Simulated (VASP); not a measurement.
# GaN (F-43m) in VASP: further runs

The runs below take GaN through single point, with PBEsol.

Program: VASP 6.6.1. These are calculated values, not measurements. Logs are shortened: lines on timing, memory, paths and dates and some standing lists are left out, and cuts for length are marked.

**Measured values to compare with.**

A printed reference work, textbook reports, for a bulk crystal of GaN at 0 K: band gap 3.299 eV (direct).

How close the calculation comes is told below.

## (1) Starting point

It takes space group F-43m (No. 216, cubic). The conventional cell has a = 4.494 Å, b = 4.494 Å, c = 4.494 Å, α = 90.00°, β = 90.00°, γ = 90.00°. Ga (site symmetry -43m) has 4 N at 1.95 Å as nearest neighbours. N (site symmetry -43m) has 4 Ga at 1.95 Å as nearest neighbours.

The cell is a database's computed one.

## (2) Single point, PBEsol

INCAR reads:

```
SYSTEM = GaN
  PREC = Accurate
  ENCUT = 700
  EDIFF = 1E-6
  ISMEAR = 0
  SIGMA = 0.02
  LREAL = .FALSE.
  LASPH = .TRUE.
  NELM = 100
  ALGO = Normal
  ISIF = 2
  LWAVE = .FALSE.
  LCHARG = .FALSE.
  GGA = PS
  NBANDS = 16
```

KPOINTS reads:

```
Automatic mesh
0
G
  10 10 10
  0 0 0
```

POSCAR reads:

```
GaN
1.0
    0.0000000000      2.2472400000      2.2472400000
    2.2472400000      0.0000000000      2.2472400000
    2.2472400000      2.2472400000      0.0000000000
Ga N
1 1
Direct
    0.0000000000      0.0000000000      0.0000000000
    0.2500000000      0.2500000000      0.2500000000
```

Potentials or basis: VASP PAW PBE potentials, release 64 (Ga_d, N).

Command:

```console
> cat potpaw_PBE.64/Ga_d/POTCAR potpaw_PBE.64/N/POTCAR > POTCAR
> mpirun -np 1 vasp_std > vasp.out
```

OUTCAR:

```text
SYSTEM = GaN
   PREC = Accurate
   ENCUT = 700
   EDIFF = 1E-6
   ISMEAR = 0
   LREAL = .FALSE.
   LASPH = .TRUE.
   NELM = 100
   ISIF = 2
   GGA = PS

 ion  position               nearest neighbor table
   1  0.000  0.000  0.000-   2 1.95   2 1.95   2 1.95   2 1.95
   2  0.250  0.250  0.250-   1 1.95   1 1.95   1 1.95   1 1.95

  LATTYP: Found a face centered cubic cell.
 ALAT       =     4.4944800000

  Lattice vectors:

 A1 = (   0.0000000000,   2.2472400000,   2.2472400000)
 A2 = (   2.2472400000,   0.0000000000,   2.2472400000)
 A3 = (   2.2472400000,   2.2472400000,   0.0000000000)

Analysis of symmetry for initial positions (statically):
=====================================================================
 Subroutine PRICEL returns:
 Original cell was already a primitive cell.

 Routine SETGRP: Setting up the symmetry group for a
 face centered cubic supercell.

 Subroutine GETGRP returns: Found 24 space group operations
 (whereof 24 operations were pure point group operations)
 out of a pool of 48 trial point group operations.

The static configuration has the point symmetry T_d .

Analysis of symmetry for dynamics (positions and initial velocities):
=====================================================================
 Subroutine PRICEL returns:
 Original cell was already a primitive cell.

 Routine SETGRP: Setting up the symmetry group for a
 face centered cubic supercell.

 Subroutine GETGRP returns: Found 24 space group operations
 (whereof 24 operations were pure point group operations)
 out of a pool of 48 trial point group operations.

The dynamic configuration has the point symmetry T_d .

 Subroutine INISYM returns: Found 24 space group operations
 (whereof 24 operations are pure point group operations),
 and found     1 'primitive' translations

----------------------------------------------------------------------------------------

                                     Primitive cell

  volume of cell :      22.6975

  direct lattice vectors                    reciprocal lattice vectors
     0.000000000  2.247240000  2.247240000    -0.222495150  0.222495150  0.222495150
     2.247240000  0.000000000  2.247240000     0.222495150 -0.222495150  0.222495150
     2.247240000  2.247240000  0.000000000     0.222495150  0.222495150 -0.222495150

  length of vectors
     3.178077286  3.178077286  3.178077286     0.385372904  0.385372904  0.385372904

  position of ions in fractional coordinates (direct lattice)
     0.000000000  0.000000000  0.000000000
     0.250000000  0.250000000  0.250000000

  ion indices of the primitive-cell ions
   primitive index   ion index
                 1           1
                 2           2

----------------------------------------------------------------------------------------

 KPOINTS: Automatic mesh

Automatic generation of k-mesh.
 Grid dimensions read from file:
 generate k-points for:   10   10   10

 Generating k-lattice:

  Cartesian coordinates                     Fractional coordinates (reciprocal lattice)
    -0.022249515  0.022249515  0.022249515     0.100000000  0.000000000  0.000000000
     0.022249515 -0.022249515  0.022249515     0.000000000  0.100000000  0.000000000
     0.022249515  0.022249515 -0.022249515     0.000000000  0.000000000  0.100000000

  Length of vectors
     0.038537290  0.038537290  0.038537290

  Shift w.r.t. Gamma in fractional coordinates (k-lattice)
     0.000000000  0.000000000  0.000000000

 Subroutine IBZKPT returns following result:
 ===========================================

 Found     47 irreducible k-points:

 Following reciprocal coordinates:
            Coordinates               Weight
  0.000000  0.000000  0.000000      1.000000
  0.100000  0.000000  0.000000      8.000000
  0.200000  0.000000  0.000000      8.000000
  0.300000  0.000000  0.000000      8.000000
  0.400000  0.000000  0.000000      8.000000
  0.500000  0.000000  0.000000      4.000000
[... 16 lines left out ...]
  0.300000  0.300000  0.000000      6.000000
  0.400000  0.300000  0.000000     24.000000
 [... further k-points ...]
   k-points           NKPTS =     47   k-points in BZ     NKDIM =     47   number of bands    NBANDS=     16
   number of dos      NEDOS =    301   number of ions     NIONS =      2
   total plane-waves  NPLWV =  21952
   dimension x,y,z NGX =    28 NGY =   28 NGZ =   28
   dimension x,y,z NGXF=    56 NGYF=   56 NGZF=   56
   ions per type =               1   1
   NGX,Y,Z   is equivalent  to a cutoff of  14.65, 14.65, 14.65 a.u.
   NGXF,Y,Z  is equivalent  to a cutoff of  29.29, 29.29, 29.29 a.u.
 SYSTEM =  GaN
   PREC   = accura    normal or accurate (medium, high low for compatibility)
   ISTART =      0    job   : 0-new  1-cont  2-samecut
   ICHARG =      2    charge: 1-file 2-atom 10-const
   ISPIN  =      1    spin polarized calculation?
   LNONCOLLINEAR =      F non collinear calculations
   LSORBIT =      F    spin-orbit coupling
   LASPH  =      T    aspherical Exc in radial PAW
   ENCUT  =  700.0 eV  51.45 Ry    7.17 a.u.   6.86  6.86  6.86*2*pi/ulx,y,z
   NELM   =    100;   NELMIN=  2; NELMDL= -5     # of ELM steps
   EDIFF  = 0.1E-05   stopping-criterion for ELM
   LREAL  =      F    real-space projection
   EDIFFG = 0.1E-04   stopping-criterion for IOM
   NSW    =      0    number of steps for IOM
   IBRION =     -1    ionic relax: 0-MD 1-quasi-New 2-CG
   NFREE  =      0    steps in history (QN), initial steepest desc. (CG)
   ISIF   =      2    stress and relaxation
   ISYM   =      2    0-nonsym 1-usesym 2-fastsym
   POTIM  = 0.5000    time-step for ionic-motion
   TEBEG  =    0.0;   TEEND  =   0.0 temperature during run
   PSTRESS=    0.0 pullay stress
   NELECT =      18.0000    total number of electrons
   NUPDOWN=      -1.0000    fix difference up-down
   EMIN   =  10.00;   EMAX   =-10.00  energy-range for DOS
   EFERMI =   0.00;   METHOD = LEGACY
   ISMEAR =     0;   SIGMA  =   0.02  broadening in eV -4-tet -1-fermi 0-gaus
   EFERMI_NEDOS =   21; number of points for ismear=-14 and -15
   IALGO  =     38    algorithm
   IMIX   =      4    mixing-type and parameters
     AMIX     =   0.40;   BMIX     =  1.00
     AMIX_MAG =   1.60;   BMIX_MAG =  1.00
  volume/ion in A,a.u.               =      11.35        76.59
  Fermi-wavevector in a.u.,A,eV,Ry     =   1.515326  2.863552 31.241893  2.296214
  Thomas-Fermi vector in A             =   2.624865
   LORBIT       =      0    0 simple, 1 ext, 2 COOP (PROOUT), +10 PAW based schemes
   GGA     = PS    functional components
   LHFCALC =     F    Hartree Fock is set to
   AEXX    =    0.0000 exact exchange contribution
   IVDW    =     0    specifies the selected vdW correction
   LEPSILON=     F    determine dielectric tensor
   LRPA    =     F    only Hartree local field effects (RPA)
 non-spin polarized calculation
 Gauss-broadening in eV      SIGMA  =   0.02
  energy-cutoff  :      700.00
  volume of cell :       22.70
 maximum number of plane-waves:       982
   NGX = 13   NGY = 13   NGZ = 13

 number of electron      18.0000004 magnetization

 Free energy of the ion-electron system (eV)
  ---------------------------------------------------
  ext. energy  EPLUGINS =         0.00000000
  ---------------------------------------------------
  free energy    TOTEN  =       -13.12811743 eV

  energy without entropy =      -13.12811743  energy(sigma->0) =      -13.12811743

 E-fermi :   5.3980     XC(G=0): -11.9471

 val. band max:        5.2408049596   @ k =   0.0000   0.0000   0.0000
 cond. band min:       6.9783418773   @ k =   0.0000   0.0000   0.0000
 fundamental gap:      1.7375369177
 Fermi energy:         5.3980058161

 k-point     1 :       0.0000    0.0000    0.0000
  band No.  band energies     occupation
      1     -10.7639      2.00000
      2      -8.1705      2.00000
      3      -8.1705      2.00000
      4      -8.1705      2.00000
      5      -7.8367      2.00000
      6      -7.8367      2.00000
[... 8 lines left out ...]
     15      23.9961      0.00000
     16      23.9961      0.00000

 k-point     2 :       0.1000    0.0000    0.0000
  band No.  band energies     occupation
      1     -10.6491      2.00000
      2      -8.1564      2.00000
      3      -8.1564      2.00000
      4      -8.1337      2.00000
      5      -7.8381      2.00000
      6      -7.8381      2.00000
[... 8 lines left out ...]
     15      22.7155      0.00000
     16      22.7155      0.00000

 k-point     3 :       0.2000    0.0000    0.0000
  band No.  band energies     occupation
      1     -10.3576      2.00000
      2      -8.1235      2.00000
      3      -8.1235      2.00000
      4      -7.9763      2.00000
      5      -7.8370      2.00000
      6      -7.8370      2.00000
[... 8 lines left out ...]
     15      21.9484      0.00000
     16      21.9484      0.00000

 k-point     4 :       0.3000    0.0000    0.0000
  band No.  band energies     occupation
      1     -10.0423      2.00000
      2      -8.0944      2.00000
      3      -8.0944      2.00000
      4      -7.8230      2.00000
      5      -7.8230      2.00000
      6      -7.5833      2.00000
[... 8 lines left out ...]
     15      22.4446      0.00000
     16      22.4446      0.00000

 k-point     5 :       0.4000    0.0000    0.0000
  band No.  band energies     occupation
      1      -9.8501      2.00000
      2      -8.0818      2.00000
      3      -8.0818      2.00000
      4      -7.7997      2.00000
      5      -7.7997      2.00000
      6      -6.9625      2.00000
[... 8 lines left out ...]
     15      23.8617      0.00000
     16      23.8617      0.00000

 k-point     6 :       0.5000    0.0000    0.0000
  band No.  band energies     occupation
      1      -9.7939      2.00000
      2      -8.0795      2.00000
      3      -8.0795      2.00000
      4      -7.7880      2.00000
      5      -7.7880      2.00000
      6      -6.5858      2.00000
[... 8 lines left out ...]
     15      24.8758      0.00000
     16      24.8758      0.00000

 k-point     7 :       0.1000    0.1000    0.0000
  band No.  band energies     occupation
      1     -10.6113      2.00000
      2      -8.1437      2.00000
      3      -8.1437      2.00000
      4      -8.1377      2.00000
      5      -7.8476      2.00000
      6      -7.8291      2.00000
[... 8 lines left out ...]
     15      24.1869      0.00000
     16      24.7038      0.00000

 k-point     8 :       0.2000    0.1000    0.0000
  band No.  band energies     occupation
      1     -10.3800      2.00000
      2      -8.1233      2.00000
      3      -8.1097      2.00000
      4      -8.0296      2.00000
      5      -7.8464      2.00000
      6      -7.8216      2.00000
[... 8 lines left out ...]
     15      23.7611      0.00000
     16      23.9140      0.00000

 k-point     9 :       0.3000    0.1000    0.0000
  band No.  band energies     occupation
      1     -10.0767      2.00000
      2      -8.0967      2.00000
      3      -8.0762      2.00000
      4      -7.8901      2.00000
      5      -7.8085      2.00000
      6      -7.6586      2.00000
[... 8 lines left out ...]
     15      22.9159      0.00000
     16      23.8904      0.00000
[... 172 lines left out ...]
 k-point    19 :       0.5000    0.2000    0.0000
  band No.  band energies     occupation
      1      -9.7138      2.00000
      2      -8.0639      2.00000
      3      -7.9990      2.00000
      4      -7.8818      2.00000
      5      -7.7838      2.00000
      6      -6.4825      2.00000
[... 8 lines left out ...]
     15      25.4232      0.00000
     16      25.8491      0.00000

 k-point    20 :      -0.4000    0.2000    0.0000
  band No.  band energies     occupation
      1      -9.7056      2.00000
      2      -8.0689      2.00000
      3      -8.0053      2.00000
      4      -7.8498      2.00000
      5      -7.8090      2.00000
      6      -6.3498      2.00000
[... 8 lines left out ...]
     15      23.8462      0.00000
     16      25.4583      0.00000

 k-point    21 :      -0.3000    0.2000    0.0000
  band No.  band energies     occupation
      1      -9.7772      2.00000
      2      -8.0704      2.00000
      3      -8.0240      2.00000
      4      -7.8440      2.00000
      5      -7.8422      2.00000
      6      -6.8318      2.00000
[... 8 lines left out ...]
     15      22.5005      0.00000
     16      25.8119      0.00000

 k-point    22 :      -0.2000    0.2000    0.0000
  band No.  band energies     occupation
      1      -9.9456      2.00000
      2      -8.0780      2.00000
      3      -8.0622      2.00000
      4      -7.8602      2.00000
      5      -7.8534      2.00000
      6      -7.4030      2.00000
[... 8 lines left out ...]
     15      22.5545      0.00000
     16      25.7455      0.00000

 k-point    23 :       0.3000    0.3000    0.0000
  band No.  band energies     occupation
      1      -9.8533      2.00000
      2      -8.0222      2.00000
      3      -7.9732      2.00000
      4      -7.9732      2.00000
      5      -7.7845      2.00000
      6      -7.3928      2.00000
[... 8 lines left out ...]
     15      27.2774      0.00000
     16      27.7204      0.00000

 k-point    24 :       0.4000    0.3000    0.0000
  band No.  band energies     occupation
      1      -9.7259      2.00000
      2      -8.0400      2.00000
      3      -7.9378      2.00000
      4      -7.9369      2.00000
      5      -7.7740      2.00000
      6      -6.9319      2.00000
[... 8 lines left out ...]
     15      27.5706      0.00000
     16      27.6640      0.00000

 [... further k-points ...]

------------------------ aborting loop because EDIFF is reached ----------------------------------------

  FORCE on cell =-STRESS in cart. coord.  units (eV):
  Direction    XX          YY          ZZ          XY          YZ          ZX
  --------------------------------------------------------------------------------------
  -------------------------------------------------------------------------------------
  Total        0.0118008      0.0118008      0.0118008     -0.0000000      0.0000000     -0.0000000
  in kB        0.8329964      0.8329964      0.8329964     -0.0000000      0.0000000     -0.0000000
  external PRESSURE =       0.8329964 kB  Pullay stress =       0.0000000 kB

 VOLUME and BASIS-vectors are now :
 -----------------------------------------------------------------------------
  energy-cutoff  :      700.00
  volume of cell :       22.70
      direct lattice vectors                 reciprocal lattice vectors
     0.000000000  2.247240000  2.247240000    -0.222495150  0.222495150  0.222495150
     2.247240000  0.000000000  2.247240000     0.222495150 -0.222495150  0.222495150
     2.247240000  2.247240000  0.000000000     0.222495150  0.222495150 -0.222495150

 POSITION                                       TOTAL-FORCE (eV/Angst)
 -----------------------------------------------------------------------------------
      0.00000      0.00000      0.00000         0.000000      0.000000      0.000000
      1.12362      1.12362      1.12362        -0.000000     -0.000000     -0.000000
 -----------------------------------------------------------------------------------
    total drift:                                0.000000      0.000000      0.000000

  FREE ENERGIE OF THE ION-ELECTRON SYSTEM (eV)
  ---------------------------------------------------
  free  energy   TOTEN  =       -13.1281174286 eV

  energy  without entropy=      -13.1281174286  energy(sigma->0) =      -13.12811743
```

Run time: 21 s. Hardware: 1 thread of Intel Xeon Platinum 8488C (Sapphire Rapids), shared host; peak memory 0.17 GiB.

What came out:

- Free energy: -13.1281 eV
- Pressure: 0.1 GPa
- Band gap on the k mesh: 1.74 eV, direct

Caveat: the PAW data sets were made with another functional, which shifts forces and pressure a little.

(Part 1 of 2 ends here.)
